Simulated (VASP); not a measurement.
# CuI (Marshite) (F-43m) in VASP: settings compared

The runs below take CuI (Marshite) through relaxation of cell and atoms, with PBEsol, PBE.

All numbers are computed with VASP 6.6.1; they aren't measurements. Logs are shortened: lines on timing, memory, paths and dates and some standing lists are left out, and cuts for length are marked.

## (1) The structure

Symmetry: F-43m, No. 216, cubic system. The conventional cell has a = 6.063 Å, b = 6.063 Å, c = 6.063 Å, α = 90.00°, β = 90.00°, γ = 90.00°. Around Cu (site symmetry -43m) lie 4 I at 2.63 Å. I (site symmetry -43m) has 4 Cu at 2.63 Å as nearest neighbours.

## (2) Relaxation of cell and atoms, PBEsol, target pressure 0.63 GPa, at which the enthalpy is minimised

File INCAR:

```
SYSTEM = CuI
  PREC = Accurate
  ENCUT = 600
  EDIFF = 1E-6
  ISMEAR = 0
  SIGMA = 0.03
  LREAL = .FALSE.
  LASPH = .TRUE.
  NELM = 80
  ALGO = Normal
  ISIF = 3
  LWAVE = .FALSE.
  LCHARG = .FALSE.
  GGA = PS
  IBRION = 2
  NSW = 90
  EDIFFG = -0.01
  PSTRESS = 6.3
```

File KPOINTS:

```
Automatic mesh
0
G
  8 8 8
  0 0 0
```

File POSCAR:

```
CuI
1.0
    0.0000000000      3.0315000000      3.0315000000
    3.0315000000      0.0000000000      3.0315000000
    3.0315000000      3.0315000000      0.0000000000
Cu I
1 1
Direct
    0.2500000000      0.2500000000      0.2500000000
    0.0000000000      0.0000000000      0.0000000000
```

Potentials or basis: VASP PAW PBE potentials, release 64 (Cu, I).

Started as:

```sh
$ cat potpaw_PBE.64/Cu/POTCAR potpaw_PBE.64/I/POTCAR > POTCAR
$ mpirun -np 1 vasp_std > vasp.out
```

OUTCAR:

```text
SYSTEM = CuI
   PREC = Accurate
   ENCUT = 600
   EDIFF = 1E-6
   ISMEAR = 0
   LREAL = .FALSE.
   LASPH = .TRUE.
   NELM = 80
   ISIF = 3
   GGA = PS
   IBRION = 2
   NSW = 90
   EDIFFG = -0.01
   PSTRESS = 6.3

 ion  position               nearest neighbor table
   1  0.250  0.250  0.250-   2 2.63   2 2.63   2 2.63   2 2.63
   2  0.000  0.000  0.000-   1 2.63   1 2.63   1 2.63   1 2.63

  LATTYP: Found a face centered cubic cell.
 ALAT       =     6.0630000000

  Lattice vectors:

 A1 = (   0.0000000000,   3.0315000000,   3.0315000000)
 A2 = (   3.0315000000,   0.0000000000,   3.0315000000)
 A3 = (   3.0315000000,   3.0315000000,   0.0000000000)

Analysis of symmetry for initial positions (statically):
=====================================================================
 Subroutine PRICEL returns:
 Original cell was already a primitive cell.

 Routine SETGRP: Setting up the symmetry group for a
 face centered cubic supercell.

 Subroutine GETGRP returns: Found 24 space group operations
 (whereof 24 operations were pure point group operations)
 out of a pool of 48 trial point group operations.

The static configuration has the point symmetry T_d .

Analysis of symmetry for dynamics (positions and initial velocities):
=====================================================================
 Subroutine PRICEL returns:
 Original cell was already a primitive cell.

 Routine SETGRP: Setting up the symmetry group for a
 face centered cubic supercell.

 Subroutine GETGRP returns: Found 24 space group operations
 (whereof 24 operations were pure point group operations)
 out of a pool of 48 trial point group operations.

The dynamic configuration has the point symmetry T_d .

 Subroutine INISYM returns: Found 24 space group operations
 (whereof 24 operations are pure point group operations),
 and found     1 'primitive' translations

----------------------------------------------------------------------------------------

                                     Primitive cell

  volume of cell :      55.7189

  direct lattice vectors                    reciprocal lattice vectors
     0.000000000  3.031500000  3.031500000    -0.164934851  0.164934851  0.164934851
     3.031500000  0.000000000  3.031500000     0.164934851 -0.164934851  0.164934851
     3.031500000  3.031500000  0.000000000     0.164934851  0.164934851 -0.164934851

  length of vectors
     4.287188414  4.287188414  4.287188414     0.285675541  0.285675541  0.285675541

  position of ions in fractional coordinates (direct lattice)
     0.250000000  0.250000000  0.250000000
     0.000000000  0.000000000  0.000000000

  ion indices of the primitive-cell ions
   primitive index   ion index
                 1           1
                 2           2

----------------------------------------------------------------------------------------

 KPOINTS: Automatic mesh

Automatic generation of k-mesh.
 Grid dimensions read from file:
 generate k-points for:    8    8    8

 Generating k-lattice:

  Cartesian coordinates                     Fractional coordinates (reciprocal lattice)
    -0.020616856  0.020616856  0.020616856     0.125000000  0.000000000  0.000000000
     0.020616856 -0.020616856  0.020616856     0.000000000  0.125000000  0.000000000
     0.020616856  0.020616856 -0.020616856     0.000000000  0.000000000  0.125000000

  Length of vectors
     0.035709443  0.035709443  0.035709443

  Shift w.r.t. Gamma in fractional coordinates (k-lattice)
     0.000000000  0.000000000  0.000000000

 Subroutine IBZKPT returns following result:
 ===========================================

 Found     29 irreducible k-points:

 Following reciprocal coordinates:
            Coordinates               Weight
  0.000000  0.000000  0.000000      1.000000
  0.125000  0.000000  0.000000      8.000000
  0.250000  0.000000  0.000000      8.000000
  0.375000  0.000000  0.000000      8.000000
  0.500000  0.000000  0.000000      4.000000
  0.125000  0.125000  0.000000      6.000000
[... 16 lines left out ...]
  0.500000  0.250000  0.125000     48.000000
 -0.375000  0.250000  0.125000     24.000000
 [... further k-points ...]
   k-points           NKPTS =     29   k-points in BZ     NKDIM =     29   number of bands    NBANDS=     13
   number of dos      NEDOS =    301   number of ions     NIONS =      2
   total plane-waves  NPLWV =  46656
   dimension x,y,z NGX =    36 NGY =   36 NGZ =   36
   dimension x,y,z NGXF=    72 NGYF=   72 NGZF=   72
   ions per type =               1   1
   NGX,Y,Z   is equivalent  to a cutoff of  13.96, 13.96, 13.96 a.u.
   NGXF,Y,Z  is equivalent  to a cutoff of  27.92, 27.92, 27.92 a.u.
 SYSTEM =  CuI
   PREC   = accura    normal or accurate (medium, high low for compatibility)
   ISTART =      0    job   : 0-new  1-cont  2-samecut
   ICHARG =      2    charge: 1-file 2-atom 10-const
   ISPIN  =      1    spin polarized calculation?
   LNONCOLLINEAR =      F non collinear calculations
   LSORBIT =      F    spin-orbit coupling
   LASPH  =      T    aspherical Exc in radial PAW
   ENCUT  =  600.0 eV  44.10 Ry    6.64 a.u.   8.56  8.56  8.56*2*pi/ulx,y,z
   NELM   =     80;   NELMIN=  2; NELMDL= -5     # of ELM steps
   EDIFF  = 0.1E-05   stopping-criterion for ELM
   LREAL  =      F    real-space projection
   EDIFFG = -.1E-01   stopping-criterion for IOM
   NSW    =     90    number of steps for IOM
   IBRION =      2    ionic relax: 0-MD 1-quasi-New 2-CG
   NFREE  =      1    steps in history (QN), initial steepest desc. (CG)
   ISIF   =      3    stress and relaxation
   ISYM   =      2    0-nonsym 1-usesym 2-fastsym
   POTIM  = 0.5000    time-step for ionic-motion
   TEBEG  =    0.0;   TEEND  =   0.0 temperature during run
   PSTRESS=    6.3 pullay stress
   NELECT =      18.0000    total number of electrons
   NUPDOWN=      -1.0000    fix difference up-down
   EMIN   =  10.00;   EMAX   =-10.00  energy-range for DOS
   EFERMI =   0.00;   METHOD = LEGACY
   ISMEAR =     0;   SIGMA  =   0.03  broadening in eV -4-tet -1-fermi 0-gaus
   EFERMI_NEDOS =   21; number of points for ismear=-14 and -15
   IALGO  =     38    algorithm
   IMIX   =      4    mixing-type and parameters
     AMIX     =   0.40;   BMIX     =  1.00
     AMIX_MAG =   1.60;   BMIX_MAG =  1.00
  volume/ion in A,a.u.               =      27.86       188.00
  Fermi-wavevector in a.u.,A,eV,Ry     =   1.123306  2.122741 17.168055  1.261816
  Thomas-Fermi vector in A             =   2.259971
   LORBIT       =      0    0 simple, 1 ext, 2 COOP (PROOUT), +10 PAW based schemes
   GGA     = PS    functional components
   LHFCALC =     F    Hartree Fock is set to
   AEXX    =    0.0000 exact exchange contribution
   IVDW    =     0    specifies the selected vdW correction
   LEPSILON=     F    determine dielectric tensor
   LRPA    =     F    only Hartree local field effects (RPA)
 conjugate gradient relaxation of ions
 non-spin polarized calculation
 Gauss-broadening in eV      SIGMA  =   0.03
  energy-cutoff  :      600.00
  volume of cell :       55.72
 maximum number of plane-waves:      1880
 NGX is ok and might be reduce to    36
   NGX = 17   NGY = 17   NGZ = 17

--------------------------------------- Ionic step        1  -------------------------------------------

 number of electron      18.0000006 magnetization

 Free energy of the ion-electron system (eV)
  ---------------------------------------------------
  ext. energy  EPLUGINS =         0.00000000
  ---------------------------------------------------
  free energy    TOTEN  =        -6.29453061 eV

  energy without entropy =       -6.29453061  energy(sigma->0) =       -6.29453061

------------------------ aborting loop because EDIFF is reached ----------------------------------------

  FORCE on cell =-STRESS in cart. coord.  units (eV):
  Direction    XX          YY          ZZ          XY          YZ          ZX
  --------------------------------------------------------------------------------------
  -------------------------------------------------------------------------------------
  Total       -0.8559433     -0.8559433     -0.8559433     -0.0000000      0.0000000      0.0000000
  in kB      -24.6123370    -24.6123370    -24.6123370     -0.0000000      0.0000000      0.0000000
  external PRESSURE =     -30.9123370 kB  Pullay stress =       6.3000000 kB
[... 61 lines left out ...]
  enthalpy is  TOTEN    =        -6.1155516934 eV   P V=        0.2024889718

--------------------------------------- Ionic step        3  -------------------------------------------

 number of electron      17.9999995 magnetization

 Free energy of the ion-electron system (eV)
  ---------------------------------------------------
  ext. energy  EPLUGINS =         0.00000000
  ---------------------------------------------------
  free energy    TOTEN  =        -6.31963663 eV

  energy without entropy =       -6.31963663  energy(sigma->0) =       -6.31963663

 E-fermi :   5.2742     XC(G=0):  -9.4791

 val. band max:        5.1009478281   @ k =   0.0000   0.0000   0.0000
 cond. band min:       6.3295409073   @ k =   0.0000   0.0000   0.0000
 fundamental gap:      1.2285930791
 Fermi energy:         5.2741990730

 k-point     1 :       0.0000    0.0000    0.0000
  band No.  band energies     occupation
      1      -9.3324      2.00000
      2       1.1071      2.00000
      3       1.1071      2.00000
      4       1.1071      2.00000
      5       2.9049      2.00000
      6       2.9049      2.00000
      7       5.1009      2.00000
      8       5.1009      2.00000
      9       5.1009      2.00000
     10       6.3295      0.00000
     11       9.8468      0.00000
     12       9.8468      0.00000
     13       9.8468      0.00000
[... 353 lines left out ...]
 k-point    24 :      -0.3750    0.2500    0.1250
  band No.  band energies     occupation
      1      -8.5493      2.00000
      2      -0.6780      2.00000
      3       0.5464      2.00000
      4       1.1092      2.00000
      5       2.8279      2.00000
      6       2.9156      2.00000
      7       3.0455      2.00000
      8       3.5472      2.00000
      9       3.9003      2.00000
     10       8.6970      0.00000
     11       9.5942      0.00000
     12      11.3799      0.00000
     13      12.5962      0.00000

 [... further k-points ...]
[... 5 lines left out ...]
  --------------------------------------------------------------------------------------
  -------------------------------------------------------------------------------------
  Total        0.2188367      0.2188367      0.2188367     -0.0000000     -0.0000000      0.0000000
  in kB        6.7685673      6.7685673      6.7685673     -0.0000000     -0.0000000      0.0000000
  external PRESSURE =       0.4685673 kB  Pullay stress =       6.3000000 kB
[... 17 lines left out ...]
  FREE ENERGIE OF THE ION-ELECTRON SYSTEM (eV)
  ---------------------------------------------------
  free  energy   TOTEN  =        -6.3196366259 eV

  energy  without entropy=       -6.3196366259  energy(sigma->0) =       -6.31963663

  enthalpy is  TOTEN    =        -6.1159493613 eV   P V=        0.2036872646

 reached required accuracy - stopping structural energy minimisation
```

Run time: 56 s. Hardware: 1 thread of AMD EPYC 9R45 (Zen 5), shared host; peak memory 0.19 GiB.

What came out:

| Quantity | Value |
| --- | --- |
| Free energy | -6.3196 eV |
| Relaxed volume | 25.90 Å³/atom |
| Relaxed cell | a = 4.184 Å, b = 4.184 Å, c = 4.184 Å, α = 60.00°, β = 60.00°, γ = 60.00° |
| Space group after relaxing (to 0.05 Å) | F-43m (No. 216) |
| Energy change on relaxing (the enthalpy is what falls) | -12.6 meV/atom |
| Ionic steps | 3 |
| Pressure after relaxing | 0.7 GPa |
| Band gap on the k mesh | 1.23 eV, direct |

The path:
```csv
step,energy change (eV),largest force (eV/Å),pressure (GPa),volume (Å³)
1,0.0000,0.0000,-2.46,55.72
2,-0.0235,0.0000,0.93,51.50
3,-0.0251,0.0000,0.68,51.80
```

Final structure:
```xyz
2
Lattice="0.0000 2.9587 2.9587 2.9587 0.0000 2.9587 2.9587 2.9587 0.0000" Properties=species:S:1:pos:R:3 pbc="T T T"
Cu    1.4794    1.4794    1.4794
I     0.0000    0.0000    0.0000
```

Levels at points of the mesh, in eV from the valence-band top:
```tsv
k point	band 5	band 6	band 7	band 8	band 9	band 10	band 11	band 12	band 13
(0.00, 0.00, 0.00)	-2.20	-2.20	0.00	0.00	0.00	1.23	4.75	4.75	4.75
(0.50, 0.00, 0.00)	-2.17	-2.17	-2.12	-0.84	-0.84	2.14	5.30	5.30	7.34
(0.50, 0.50, 0.00)	-2.24	-2.13	-2.10	-1.79	-1.79	2.45	2.79	9.60	10.09
```

Caveat: the cell is relaxed towards a set pressure, so the enthalpy falls and the energy may rise; the PAW data sets were made with another functional, which shifts forces and pressure a little; spin-orbit coupling is left out, which moves the levels of the heavy elements. A hybrid or GW would open this gap; PBEsol tends to underestimate it.

## (3) Relaxation of cell and atoms, PBEsol, target pressure 0.63 GPa, at which the enthalpy is minimised

This run uses another cell than the first one, of 25.90 Å³/atom, 0.930 times its volume.

Edit INCAR of step 2 so:

```diff
@@ -3,3 +3,3 @@
   ENCUT = 600
-  EDIFF = 1E-6
+  EDIFF = 1E-7
   ISMEAR = 0
@@ -16,3 +16,3 @@
   NSW = 90
-  EDIFFG = -0.01
+  EDIFFG = -0.005
   PSTRESS = 6.3
```

KPOINTS is that of step 2.

File POSCAR:

```
CuI                                     
1.0
   -0.0000000000      2.9587025387      2.9587025387
    2.9587025387     -0.0000000000      2.9587025387
    2.9587025387      2.9587025387      0.0000000000
  Cu              I             
     1     1
Direct
     0.2500000000000000    0.2500000000000000    0.2500000000000000
     0.0000000000000000    0.0000000000000000    0.0000000000000000
```

Potentials or basis: VASP PAW PBE potentials, release 64 (Cu, I).

Started as:

```sh
$ cat potpaw_PBE.64/Cu/POTCAR potpaw_PBE.64/I/POTCAR > POTCAR
$ mpirun -np 1 vasp_std > vasp.out
```

Run time: 41 s. Hardware: 1 thread of AMD EPYC 9R45 (Zen 5), shared host; peak memory 0.18 GiB.

It converged, with:

```
Free energy                                            : -6.3195 eV
Relaxed volume                                         : 25.94 Å³/atom
Relaxed cell                                           : a = 4.187 Å, b = 4.187 Å, c = 4.187 Å, α = 60.00°, β = 60.00°, γ = 60.00°
Space group after relaxing (to 0.05 Å)                 : F-43m (No. 216)
Energy change on relaxing (the enthalpy is what falls) : -0.2 meV/atom
Ionic steps                                            : 2
Pressure after relaxing                                : 0.6 GPa
Band gap on the k mesh                                 : 1.22 eV, direct
```

The path:
| step | energy change (eV) | largest force (eV/Å) | pressure (GPa) | volume (Å³) |
| --- | --- | --- | --- | --- |
| 1 | 0.0000 | 0.0000 | 0.70 | 51.80 |
| 2 | -0.0003 | 0.0000 | 0.61 | 51.89 |

Final structure:
```yaml
crystal:
  lattice:
    - [0.00000, 2.96032, 2.96032]
    - [2.96032, 0.00000, 2.96032]
    - [2.96032, 2.96032, 0.00000]
  atoms:
    - { symbol: Cu, position: [0.25000, 0.25000, 0.25000] }
    - { symbol: I, position: [0.00000, 0.00000, 0.00000] }
```

Levels at points of the mesh, in eV from the valence-band top:
| k point | band 6 | band 7 | band 8 | band 9 | band 10 | band 11 | band 12 | band 13 |
| --- | --- | --- | --- | --- | --- | --- | --- | --- |
| (0.00, 0.00, 0.00) | -2.19 | 0.00 | 0.00 | 0.00 | 1.22 | 4.75 | 4.75 | 4.75 |
| (0.50, 0.00, 0.00) | -2.16 | -2.11 | -0.84 | -0.84 | 2.14 | 5.31 | 5.31 | 7.34 |
| (0.50, 0.50, 0.00) | -2.12 | -2.09 | -1.78 | -1.78 | 2.46 | 2.80 | 9.59 | 10.08 |

Caveat: the cell is relaxed towards a set pressure, so the enthalpy falls and the energy may rise; the PAW data sets were made with another functional, which shifts forces and pressure a little; spin-orbit coupling is left out, which moves the levels of the heavy elements.

[end of part 1 of 2]
